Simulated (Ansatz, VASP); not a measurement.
## GaP: VASP beside Ansatz

Aim: how closely do two programs agree when they are given the same cell, functional and k mesh?

Calculated with Ansatz 0.2.0; plane waves, with VASP 6.6.1 beside it; G0W0 gap at PBE.

## 1. Starting point

It takes space group F-43m (No. 216, cubic). Conventional cell: a = 5.557 Å, b = 5.557 Å, c = 5.557 Å, α = 90.00°, β = 90.00°, γ = 90.00°. Nearest to Ga lie 4 P at 2.41 Å. P has 4 Ga at 2.41 Å nearest. Farther neighbours are not listed.

## 2. VASP: G0W0 gap, PBE

Quasiparticle shifts depend on high empty states and on the cores, so they are the hardest test of two PAW sets.

Lines of VASP's logs that name or quote its potential files are left out, and so is its time.

The run reads the wave functions of an earlier VASP run, which isn't shown here.

Contents of INCAR:

```
SYSTEM = GaP
PREC = Accurate
ENCUT = 430
ISMEAR = 0
SIGMA = 0.01
LREAL = .FALSE.
GGA = PE
NBANDS = 176
ALGO = EVGW0
NELMGW = 1
ENCUTGW = 150
NOMEGA = 48
PRECFOCK = Fast
NBANDSGW = 24
LWAVE = .FALSE.
LCHARG = .FALSE.
```

Contents of POSCAR:

```
GaP
1.0
    0.0000000000      2.7786998443      2.7786998443
    2.7786998443      0.0000000000      2.7786998443
    2.7786998443      2.7786998443      0.0000000000
Ga P
1 1
Direct
    0.0000000000      0.0000000000      0.0000000000
    0.7500000000      0.7500000000      0.7500000000
```

Contents of KPOINTS:

```
Automatic mesh
0
Gamma
6 6 6
0 0 0
```

PAW data sets: Ga_d_GW and P_GW (PBE family, release 64).

Started as:

```sh
> mpirun -np 8 vasp_std
```

Numbers of over 12 decimals in the logs are rounded to 6 here.

What it wrote:

```text
[banner, memory and clock lines left out]
running    8 mpi-ranks, on    1 nodes
 distrk:  each k-point on    8 cores,    1 groups
 distr:  one band on    1 cores,    8 groups

 POSCAR found type information on POSCAR GaP
 POSCAR found :  2 types and       2 ions
|                                                                             |
|           W    W    AA    RRRRR   N    N  II  N    N   GGGG   !!!           |
|           W    W   A  A   R    R  NN   N  II  NN   N  G    G  !!!           |
|           W    W  A    A  R    R  N N  N  II  N N  N  G       !!!           |
|           W WW W  AAAAAA  RRRRR   N  N N  II  N  N N  G  GGG   !            |
|           WW  WW  A    A  R   R   N   NN  II  N   NN  G    G                |
|           W    W  A    A  R    R  N    N  II  N    N   GGGG   !!!           |
|                                                                             |
|     For optimal performance we recommend to set                             |
|       NCORE = 2 up to number-of-cores-per-socket                            |
|     NCORE specifies how many cores store one orbital (NPAR=cpu/NCORE).      |
|     This setting can greatly improve the performance of VASP for DFT.       |
|     The default, NCORE=1 might be grossly inefficient on modern             |
|     multi-core architectures or massively parallel machines. Do your        |
|     Unfortunately you need to use the default for GW and RPA                |
|     calculations (for HF NCORE is supported but not extensively tested      |
|     yet).                                                                   |
|                                                                             |

|                                                                             |
|           W    W    AA    RRRRR   N    N  II  N    N   GGGG   !!!           |
|           W    W   A  A   R    R  NN   N  II  NN   N  G    G  !!!           |
|           W    W  A    A  R    R  N N  N  II  N N  N  G       !!!           |
|           W WW W  AAAAAA  RRRRR   N  N N  II  N  N N  G  GGG   !            |
|           WW  WW  A    A  R   R   N   NN  II  N   NN  G    G                |
|           W    W  A    A  R    R  N    N  II  N    N   GGGG   !!!           |
|                                                                             |
|     The default for ENCUTGWSOFT is different in this version of VASP.       |
|     please manually set ENCUTGWSOFT =150 in the INCAR file.                 |
|                                                                             |

 LDA part: xc-table for (Slater+PW92), standard interpolation
 found WAVECAR, reading the header
 POSCAR, INCAR and KPOINTS ok, starting setup
 FFT: planning ... GRIDC
 FFT: planning ... GRID_SOFT
 FFT: planning ... GRID
 reading WAVECAR
 the WAVECAR file was read successfully
 initial charge from wavefunction
 available memory per node:     66.76 GB, setting MAXMEM to     68360

 The Fermi energy was updated, please check that it is located mid-gap
 values below the HOMO (VB) or above the LUMO (CB) will cause erroneous energies
 E-fermi :   4.4783

 calculate exact exchange contribution
 the WAVEDER file was read successfully
energies w=
    0.000    0.000    0.577    0.000    1.151    0.000    1.721    0.000
    2.285    0.000    2.840    0.000    3.386    0.000    3.923    0.000
    4.449    0.000    4.966    0.000    5.474    0.000    5.973    0.000
    6.465    0.000    6.951    0.000    7.433    0.000    7.912    0.000
    8.391    0.000    8.870    0.000    9.353    0.000    9.841    0.000
   10.336    0.000   10.843    0.000   11.362    0.000   11.899    0.000
   12.456    0.000   13.038    0.000   13.649    0.000   14.296    0.000
   14.986    0.000   15.726    0.000   16.526    0.000   17.399    0.000
   18.360    0.000   19.427    0.000   20.625    0.000   21.985    0.000
   23.548    0.000   25.369    0.000   27.526    0.000   30.127    0.000
   33.330    0.000   37.378    0.000   42.656    0.000   49.823    0.000
   60.102    0.000   76.043    0.000  104.002    0.000  165.485    0.000
 responsefunction array rank=     192
 LDA part: xc-table for (Slater+PW92), standard interpolation

 min. memory requirement per mpi rank    265.3 MB, per node   2122.3 MB

 allocating   6 responsefunctions rank=   192
 shmem allocating  48 responsefunctions rank=   192
 response function shared by NCSHMEM nodes    1
 Doing            6  frequencies on each core in blocks of           48
NQ=   1    0.0000    0.0000    0.0000,
|.........|.........|.........|.........|.........|.........|.........|.........
 performed        784000 updates of chi_q(r,r)
 total number of BLAS operations        179.24 Gflops
NQ=   2    0.1667    0.0000    0.0000,
|.........|.........|.........|.........|.........|.........|.........|.........
 performed       2142000 updates of chi_q(r,r)
 total number of BLAS operations        500.86 Gflops
NQ=   3    0.3333    0.0000    0.0000,
|.........|.........|.........|.........|.........|.........|.........|.........
 performed       3500000 updates of chi_q(r,r)
 total number of BLAS operations        864.93 Gflops
NQ=   4    0.5000    0.0000    0.0000,
|.........|.........|.........|.........|.........|.........|.........|.........
 performed       4656000 updates of chi_q(r,r)
 total number of BLAS operations       1164.61 Gflops
NQ=   5    0.1667    0.1667    0.0000,
|.........|.........|.........|.........|.........|.........|.........|.........
 performed       6014000 updates of chi_q(r,r)
 total number of BLAS operations       1489.99 Gflops
NQ=   6    0.3333    0.1667    0.0000,
|.........|.........|.........|.........|.........|.........|.........|.........
 performed       8099000 updates of chi_q(r,r)
 total number of BLAS operations       2018.59 Gflops
NQ=   7    0.5000    0.1667    0.0000,
|.........|.........|.........|.........|.........|.........|.........|.........
 performed      10184000 updates of chi_q(r,r)
 total number of BLAS operations       2547.20 Gflops
NQ=   8   -0.3333    0.1667    0.0000,
|.........|.........|.........|.........|.........|.........|.........|.........
 performed      12269000 updates of chi_q(r,r)
 total number of BLAS operations       3081.76 Gflops
NQ=   9   -0.1667    0.1667    0.0000,
|.........|.........|.........|.........|.........|.........|.........|.........
 performed      14084000 updates of chi_q(r,r)
 total number of BLAS operations       3511.34 Gflops
NQ=  10    0.3333    0.3333    0.0000,
|.........|.........|.........|.........|.........|.........|.........|.........
 performed      15442000 updates of chi_q(r,r)
 total number of BLAS operations       3840.49 Gflops
NQ=  11    0.5000    0.3333    0.0000,
|.........|.........|.........|.........|.........|.........|.........|.........
 performed      17527000 updates of chi_q(r,r)
 total number of BLAS operations       4405.33 Gflops
NQ=  12   -0.3333    0.3333    0.0000,
|.........|.........|.........|.........|.........|.........|.........|.........
 performed      19342000 updates of chi_q(r,r)
 total number of BLAS operations       4907.70 Gflops
NQ=  13    0.5000    0.5000    0.0000,
|.........|.........|.........|.........|.........|.........|.........|.........
 performed      20379000 updates of chi_q(r,r)
 total number of BLAS operations       5207.44 Gflops
NQ=  14    0.5000    0.3333    0.1667,
|.........|.........|.........|.........|.........|.........|.........|.........
 performed      22717000 updates of chi_q(r,r)
 total number of BLAS operations       5800.29 Gflops
NQ=  15   -0.3333    0.3333    0.1667,
|.........|.........|.........|.........|.........|.........|.........|.........
 performed      24920000 updates of chi_q(r,r)
 total number of BLAS operations       6371.49 Gflops
NQ=  16   -0.3333    0.5000    0.1667,
|.........|.........|.........|.........|.........|.........|.........|.........
 performed      26743000 updates of chi_q(r,r)
 total number of BLAS operations       6887.11 Gflops
 resolving degeneracies of screened two electron integrals

 calculate QP shifts <psi_nk| G(iteration)W_0 |psi_nk>: iteration 1
 entering main loop
```

OUTCAR, selected parts (step 2):

```text
ion  position               nearest neighbor table
   1  0.000  0.000  0.000-   2 2.41   2 2.41   2 2.41   2 2.41
   2  0.750  0.750  0.750-   1 2.41   1 2.41   1 2.41   1 2.41

  LATTYP: Found a face centered cubic cell.
 ALAT       =     5.5573996886

 Subroutine GETGRP returns: Found 24 space group operations
 (whereof 24 operations were pure point group operations)

The static configuration has the point symmetry T_d .

 Found     16 irreducible k-points:

   k-points           NKPTS =     16   k-points in BZ     NKDIM =    216   number of bands    NBANDS=    176

   dimension x,y,z NGX =    28 NGY =   28 NGZ =   28
   dimension x,y,z NGXF=    56 NGYF=   56 NGZF=   56

   ENCUT  =  430.0 eV  31.60 Ry    5.62 a.u.   6.64  6.64  6.64*2*pi/ulx,y,z

   NELECT =      18.0000    total number of electrons

  energy-cutoff  :      430.00
  volume of cell :       42.91
      direct lattice vectors                 reciprocal lattice vectors
     0.000000000  2.778699844  2.778699844    -0.179940270  0.179940270  0.179940270
     2.778699844  0.000000000  2.778699844     0.179940270 -0.179940270  0.179940270
     2.778699844  2.778699844  0.000000000     0.179940270  0.179940270 -0.179940270

 k-points in reciprocal lattice and weights: Automatic mesh
   0.00000000  0.00000000  0.00000000       0.005
   0.16666667  0.00000000  0.00000000       0.037
   0.33333333  0.00000000  0.00000000       0.037
   0.50000000  0.00000000  0.00000000       0.019
   0.16666667  0.16666667  0.00000000       0.028
   0.33333333  0.16666667  0.00000000       0.111
   0.50000000  0.16666667  0.00000000       0.111
  -0.33333333  0.16666667  0.00000000       0.111
  -0.16666667  0.16666667  0.00000000       0.056
[...]
-0.33333333  0.33333333  0.16666667       0.111
  -0.33333333  0.50000000  0.16666667       0.056

 E-fermi :   4.4783

 QP shifts <psi_nk| G(iteration)W_0 |psi_nk>: iteration 1
 for sc-GW calculations column KS-energies equals QP-energies in previous step
 and V_xc(KS)=  KS-energies - (<T + V_ion + V_H > + <T+V_H+V_ion>^1  + <V_x>^1)
 k-point   1 :       0.0000    0.0000    0.0000
  band No.  KS-energies  QP-energies   sigma(KS)   V_xc(KS)     V^pw_x(r,r')   Z            occupation Imag(sigma)
    ...
      6      -8.2655      -8.7034     -11.9764     -11.2767     -18.4802       0.6257       2.0000       0.9656
      7       3.8058       3.2423     -13.1590     -12.4120     -14.1116       0.7543       2.0000       0.0392
      8       3.8058       3.2423     -13.1590     -12.4120     -14.1116       0.7543       2.0000       0.0392
      9       3.8058       3.2423     -13.1590     -12.4120     -14.1116       0.7543       2.0000       0.0392
     10       5.1507       5.4436     -11.2015     -11.5839      -7.3778       0.7659       0.0000      -0.0641
     11       7.6951       7.8497     -10.0974     -10.3015      -5.7593       0.7573       0.0000      -0.0821
     12       7.6951       7.8497     -10.0974     -10.3015      -5.7593       0.7573       0.0000      -0.0821
     13       7.6951       7.8497     -10.0974     -10.3015      -5.7593       0.7573       0.0000      -0.0821
    ...

 k-point   2 :       0.1667    0.0000    0.0000
  band No.  KS-energies  QP-energies   sigma(KS)   V_xc(KS)     V^pw_x(r,r')   Z            occupation Imag(sigma)
    ...
      6      -7.9365      -8.4022     -12.1636     -11.4327     -18.5561       0.6372       2.0000       0.9362
      7       1.4534       0.9037     -12.4881     -11.7412     -14.0942       0.7360       2.0000       0.0636
      8       3.4665       2.8900     -12.9542     -12.1886     -13.9910       0.7530       2.0000       0.0412
      9       3.4665       2.8900     -12.9542     -12.1886     -13.9910       0.7530       2.0000       0.0412
     10       5.9492       6.1859     -10.8068     -11.1170      -6.8733       0.7633       0.0000      -0.0684
     11       8.2071       8.3713     -10.2523     -10.4705      -5.7519       0.7525       0.0000      -0.0915
     12       8.2071       8.3713     -10.2523     -10.4705      -5.7519       0.7525       0.0000      -0.0915
     13       8.6325       8.7603     -10.5769     -10.7477      -6.0102       0.7479       0.0000      -0.1017
    ...

 k-point   3 :       0.3333    0.0000    0.0000
  band No.  KS-energies  QP-energies   sigma(KS)   V_xc(KS)     V^pw_x(r,r')   Z            occupation Imag(sigma)
    ...
      6      -7.0665      -7.5746     -12.6077     -11.8339     -18.7033       0.6566       2.0000       0.8493
      7      -1.2000      -1.7934     -11.9758     -11.1336     -14.9401       0.7045       2.0000       0.1856
      8       2.9681       2.3651     -12.7724     -11.9675     -13.9985       0.7490       2.0000       0.0460
      9       2.9681       2.3651     -12.7724     -11.9675     -13.9985       0.7490       2.0000       0.0460
     10       5.5149       5.7139     -10.4476     -10.7067      -6.6232       0.7682       0.0000      -0.0693
     11       8.5936       8.7431     -10.0481     -10.2473      -5.4389       0.7506       0.0000      -0.1029
     12       8.5936       8.7431     -10.0481     -10.2473      -5.4389       0.7506       0.0000      -0.1029
     13      11.1005      11.1771     -10.3424     -10.4472      -4.8519       0.7312       0.0000      -0.2199
    ...

 k-point   4 :       0.5000    0.0000    0.0000
  band No.  KS-energies  QP-energies   sigma(KS)   V_xc(KS)     V^pw_x(r,r')   Z            occupation Imag(sigma)
    ...
      6      -6.3852      -6.9092     -13.0546     -12.2699     -18.9442       0.6678       2.0000       0.7737
      7      -2.5114      -3.1099     -11.4930     -10.6331     -15.0465       0.6961       2.0000       0.3017
      8       2.7696       2.1565     -12.7230     -11.9016     -14.0313       0.7464       2.0000       0.0482
      9       2.7696       2.1565     -12.7230     -11.9016     -14.0313       0.7464       2.0000       0.0482
     10       5.2978       5.4860     -10.4313     -10.6760      -6.6738       0.7692       0.0000      -0.0688
     11       8.5238       8.6558      -9.8634     -10.0386      -5.3030       0.7536       0.0000      -0.1028
     12       8.5238       8.6558      -9.8634     -10.0386      -5.3030       0.7536       0.0000      -0.1028
     13      11.9615      11.8026      -8.6429      -8.4285      -3.1357       0.7408       0.0000      -0.2602
    ...

[... 4 further parts left out ...]
```

(Continued in part 2 of 2.)

[Lines on the potential files, build, host, timing and source positions are cut from VASP's logs without a mark.]

[Logs are printed without paths, hosts, clocks, repeated set-up lines and the standing remarks that a program may print on its own settings, such as how far it seeks lower states.]

[Hosts, paths, dates, database ids (printed as entryN), source tags and the programs' standing remarks are cut or masked in the printed files.]
